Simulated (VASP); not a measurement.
MnS, 4 atoms in the cell. Symmetry: R-3m, No. 166, trigonal system. The conventional cell has a = 3.660 Å, b = 3.660 Å, c = 8.913 Å, α = 90.00°, β = 90.00°, γ = 120.00°. Mn (site symmetry -3m) is surrounded by 6 S at 2.58 Å. S (site symmetry -3m) is surrounded by 6 Mn at 2.58 Å. The cell is a database's computed one.

| Item | Value |
| --- | --- |
| Program | VASP 6.6.1 |
| Task | single point |
| Functional | PBEsol |
| Potentials or basis | VASP PAW PBE potentials, release 64 (Mn_pv, S) |
| Cutoff | 520 eV |
| k mesh | 9 × 9 × 9 |
| Occupations | fermi-dirac, width 0.05 eV |
| Spin | collinear spin, antiferromagnetic start |
| Starting moments | [4.0, -4.0, 0.0, 0.0] μB |
| Hubbard terms | Mn d U = 3 eV |
| Supercell matrix | [0, 1, 1, 1, 0, 1, 1, 1, 0] |
| Further INCAR settings | ALGO = Normal; EDIFF = 1e-06; NBANDS = 31 |

Potentials or basis: VASP PAW PBE potentials, release 64 (Mn_pv, S).

Launch:

```console
$ cat potpaw_PBE.64/Mn_pv/POTCAR potpaw_PBE.64/S/POTCAR > POTCAR
$ mpirun -np 1 vasp_std > vasp.out
```

Hardware: 1 thread of Intel(R) Xeon(R) 6975P-C (Granite Rapids), on a shared host.

**Question.** How long does it take, and how much memory?

**Answer.** It took 6.4 min on 1 thread of Intel(R) Xeon(R) 6975P-C (Granite Rapids) (shared host), peak memory 0.56 GiB. Counts: scf iterations 15, k points 85.
